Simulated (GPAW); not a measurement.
C:

```
CELL_PARAMETERS angstrom
0.00000 1.78337 1.78337
1.78337 0.00000 1.78337
1.78337 1.78337 0.00000
ATOMIC_POSITIONS crystal
C 0.75000 0.75000 0.75000
C 0.50000 0.50000 0.50000
```

This isn't the form of C at room conditions, which is graphite.

Base run:

* Program: GPAW 26.7.0
* Functional: C09-vdW
* Potentials or basis: GPAW PAW data sets (gpaw-data 1.2.1)
* Cutoff: 800 eV
* Basis: pw
* k mesh: 10 × 10 × 10
* Occupations: fermi-dirac, width 0.05 eV
* Spin: no spin polarisation

Its results: band gap on the k mesh 4.15 eV, indirect (least direct gap 5.59 eV).

The run is repeated on the same cell with these changes: functional from C09-vdW to vdW-DF. What comes out?

Band gap on the k mesh 4.46 eV, indirect (least direct gap 5.72 eV).

A k mesh can miss the band edges.

Not every run made on this cell is shown here.
